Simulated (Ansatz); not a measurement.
A relaxed cell of TaSi2 is given with its symmetry left out. The cell was found from a structure generator's guess, not taken from experiment.

The calculation used DFT PBE, scalar-relativistic, plane waves, PAW in Ansatz 0.2.0. Cutoff 420 eV, Γ-centred mesh, Gaussian smearing, no spin polarisation.

```xyz
3
Lattice="6.2979 0.0000 0.0000 0.0000 1.6159 2.4308 0.0000 -1.6159 2.4308" Properties=species:S:1:pos:R:3 pbc="T T T"
Ta    0.0000    0.0000    3.3346
Si    1.9799    0.0000    1.5922
Si    4.3180    0.0000    1.5922
```

The zero of energy is the elements' standard structures at the same level; no fitted shifts are applied.

Task: What space group does it have?

Result: Amm2 (No. 38). Conventional cell: a = 6.298 Å, b = 3.232 Å, c = 4.862 Å. Ta has 6 Si at 2.64–2.65 Å, 4 Ta at 2.92 Å and 2 Ta at 3.23 Å; Si has 1 Si at 2.34 Å and 3 Ta at 2.64–2.65 Å.

Task: How far does it lie from the elements in energy?

Result: −0.04 eV/atom.

Task: Is it a metal?

Result: Yes, bands cross the Fermi level on the 8×18×18 mesh.

The last run used an 8×18×18 mesh (in the run's order of axes) for its 3-atom cell and Gaussian smearing of 0.10 eV. These runs have no spin–orbit coupling, which can matter for Ta. The cell is a metal run without spin; a magnetic state may lie lower. This cell was reached by moving the atoms of another relaxed cell at random and relaxing again, last within the group found; it had no such test of its own. Another cell of TaSi2 relaxed alike, in R-3m, lies 117 meV/atom lower, so this cell isn't the stable form at this level.
